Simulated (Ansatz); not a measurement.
# InSe: the cost of one run

Program: Ansatz 0.2.0. Level of theory: plane waves, PAW. These are calculated values, not measurements.

The COD entry's cell or inner coordinates are ideal or old and differ from later refinements, so a difference from it is no clean test against experiment.

2 further runs of the same task are left out: 2 that didn't finish. Runs told in other sessions of the task aren't counted.

**1. Starting point**

Symmetry: R3m, No. 160, trigonal system. The conventional cell has a = 4.021 Å, b = 4.021 Å, c = 25.232 Å, α = 90.00°, β = 90.00°, γ = 120.00°. In (site symmetry 3m) is surrounded by 3 Se at 2.64 Å and 1 In at 2.79 Å. Around Se (site symmetry 3m) lie 3 In at 2.64 Å.

As a file:

```xyz
4
Lattice="2.0106 1.1608 8.4107 -2.0106 1.1608 8.4107 0.0000 -2.3216 8.4107" Properties=species:S:1:pos:R:3 pbc="T T T"
In    0.0000    0.0000    0.0120
In    0.0000    0.0000    2.7975
Se    0.0000    0.0000   15.5671
Se    0.0000    0.0000   20.8844
```

The cell was relaxed beforehand with r2SCAN+rVV10; those runs aren't shown. No run includes spin-orbit coupling, which matters for In.

**2. PBE, anion s p, 6×6×6**

Contents of input.yaml:

```yaml
crystal:
  lattice:
    - [2.0105578949, 1.1607961418, 8.4106659994]
    - [-2.0105578949, 1.1607961418, 8.4106659994]
    - [0.0, -2.3215922836, 8.4106659994]
  atoms:
    - { symbol: In, position: [0.0004771579, 0.0004771579, 0.0004771579] }
    - { symbol: In, position: [0.1108703957, 0.1108703957, 0.1108703957] }
    - { symbol: Se, position: [0.6169580853, 0.6169580853, 0.6169580853] }
    - { symbol: Se, position: [0.8276943611, 0.8276943611, 0.8276943611] }
kpoints:
  mp_grid: { grid: [6, 6, 6] }
  band_path:
    path:
      - [[0.0, 0.0, 0.0], [-0.5, -0.5, -0.5], [-0.5, -0.179365384675, -0.820634615325]]
      - [[-0.179365384675, 0.179365384675, -0.5], [1.882169029005e-16, 1.882169029005e-16, -0.5], [0.0, 0.0, 0.0], [2.010532755612e-16, 0.3396826923375, -0.3396826923375]]
      - [[-0.3396826923375, 2.141000820399e-16, -0.6603173076625], [-0.5, 2.129237777107e-16, -0.5], [0.0, 0.0, 0.0]]
    npoints: 10
hamiltonian:
  xc: pbe
scf:
  occupations: { method: fixed }
  n_extra_bands: 6
output:
  forces: false
  stress: false
  eigenvalues: true
  wannier:
    kmesh: [6, 6, 6]
    projections: [{ species: Se, l: s, shell: 4 }, { species: Se, l: p, shell: 4 }]
    minimise: true
    write_hr: true
    conv_tol: 1.0e-08
    max_iter: 3000
```

On the command line:

```bash
ansatz run input.yaml --threads 4 --pin off --max-ram 3686MiB --backend cpu --events-out ev --progress --plain --runs-dir out
```

What time and memory should one allow on 4 threads of Arm Neoverse V2, shared host?

About 8.1 s, with a peak of 0.58 GiB.
